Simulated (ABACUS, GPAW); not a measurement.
Given: the input of a run of ABACUS 3.10.1 on TiC. Atoms were shifted at random by some hundredths of an Å from the given cell, which wasn't relaxed again for these runs. The cell is a database's computed one, not the measured one.

INPUT

```
INPUT_PARAMETERS
suffix              TiC
calculation         scf
basis_type          pw
pseudo_dir          ./
symmetry            1
dft_functional      pbesol
ecutwfc             84
pseudo_rcut         7
nspin               1
nbands              12
ks_solver           dav
smearing_method     fd
smearing_sigma      0.00367493
scf_thr             1e-08
scf_nmax            100
mixing_type         broyden
mixing_beta         0.7
cal_force           1
cal_stress          1
kpar                4
```

The input STRU:

```
ATOMIC_SPECIES
Ti 47.8670 Ti.upf
C 12.0110 C.upf

LATTICE_CONSTANT
1.8897261246

LATTICE_VECTORS
0.0000000000 2.1657188437 2.1657188437
2.1657188437 0.0000000000 2.1657188437
2.1657188437 2.1657188437 0.0000000000

ATOMIC_POSITIONS
Direct

Ti
0.0
1
-0.0179180000 0.0215340000 -0.0071780000 1 1 1

C
0.0
1
0.4843900000 0.5074340000 0.5141740000 1 1 1
```

File KPT:

```
K_POINTS
0
Gamma
11 11 11 0 0 0
```

Potentials or basis: PseudoDojo NC SR 0.4.1 PBEsol standard, plane waves.

Run with:

```console
$ OMP_NUM_THREADS=1 mpirun -np 4 abacus > log
```

Task: What does the same run look like in GPAW 26.7.0 (ASE script)? Potentials or basis there: PAW data sets generated for this functional, cutoff 800 eV.

Result: As run (cutoffs and basis follow the program's own potentials, and thresholds, step limits or extra output files can differ):

File run.py:

```python
from ase import Atoms
from ase.dft.bandgap import bandgap
from ase.io import write
from ase.units import GPa
from gpaw import GPAW, PW, setup_paths

setup_paths.insert(0, '.')

atoms = Atoms(['Ti', 'C'],
              cell=[[0.0, 2.1657188437, 2.1657188437],
                    [2.1657188437, 0.0, 2.1657188437],
                    [2.1657188437, 2.1657188437, 0.0]],
              scaled_positions=[[-0.017918, 0.021534, -0.007178],
                                [0.48439, 0.507434, 0.514174]],
              pbc=True)

calc = GPAW(mode=PW(800),
            xc='PBEsol',
            kpts={'size': (11, 11, 11), 'gamma': True},
            occupations={'name': 'fermi-dirac', 'width': 0.05},
            nbands=18,
            convergence={'density': 1e-05, 'energy': 1e-05},
            maxiter=150,
            txt='gpaw.txt')
atoms.calc = calc
energy = atoms.get_potential_energy()
forces = atoms.get_forces()
stress = atoms.get_stress()
calc.write('gs.gpw')
write('result.traj', atoms)
print(f'Energy: {energy:.6f} eV')
print('Forces (eV/A):')
print(forces.round(4))
print('Stress (GPa):', (stress / GPa).round(3))
print('Fermi level:', round(calc.get_fermi_level(), 4), 'eV')
print(f'Gap: {bandgap(calc)[0]:.4f} eV, direct: {bandgap(calc, direct=True)[0]:.4f} eV')
```

Potentials or basis: PAW data sets generated in the run's folder for this functional, pw.

Run with:

```sh
$ gpaw-setup -f PBEsol C Ti
$ OMP_NUM_THREADS=1 python run.py
```

Both were run:

|  | ABACUS | GPAW |
| --- | --- | --- |
| Pressure | -6.1 GPa | -5.4 GPa |
| Largest force | 0.553 eV/Å | 0.559 eV/Å |
| Energy over the undisturbed cell | 8.4 meV/atom | 8.5 meV/atom |

Pressure is positive in compression.
